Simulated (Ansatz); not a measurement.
Relaxed bulk Ti:

```yaml
crystal:
  lattice:
    - [4.51529, 0.00000, 0.00000]
    - [-2.25765, 3.91036, 0.00000]
    - [0.00000, 0.00000, 2.79879]
  atoms:
    - { symbol: Ti, position: [0.00000, 0.00000, 0.00000] }
    - { symbol: Ti, position: [0.33333, 0.66667, 0.50000] }
    - { symbol: Ti, position: [0.66667, 0.33333, 0.50000] }
```

Miller indices refer to the conventional cell of P6/mmm (No. 191), a = 4.515 Å, b = 4.515 Å, c = 2.799 Å, α = 90.00°, β = 90.00°, γ = 120.00°.

The (110) slab of 5 planes, 9.0 Å thick with 15 Å of vacuum as cut; outer planes Ti (top) and Ti (bottom).

All numbers below come from Ansatz, DFT PBEsol, scalar-relativistic, plane waves, PAW. Cutoff 420 eV; k points 12×5×1 on the computed 15-atom cell (Γ-centred); Gaussian smearing, width 0.10 eV; no spin polarisation. A dipole correction removes the field between periodic images along c.

With the atoms at the bulk's places:

For the slab as cut, the surface energy (mean of both faces) is 2.33 J/m² and the work function is 4.52 eV.

Task: What changes when all atoms relax within this surface cell and its symmetry?

Result: The energy falls by 0.074 J/m² a face, and the largest move is 0.18 Å.

```
Surface energy (mean of both faces) : 2.26 J/m²
Work function                       : 4.49 eV
```

```csv
plane (bottom to top),atoms,"spacing to next, bulk (Å)",relaxed (Å),change (%),rumpling (Å)
1,Ti3,2.258,2.124,-5.9,0.114
2,Ti3,2.258,2.291,+1.5,0.044
3,Ti3,2.258,2.291,+1.5,0.000
4,Ti3,2.258,2.124,-5.9,0.044
5,Ti3,,,,0.114
```

The reference crystal is a form of Ti, which isn't its usual structure.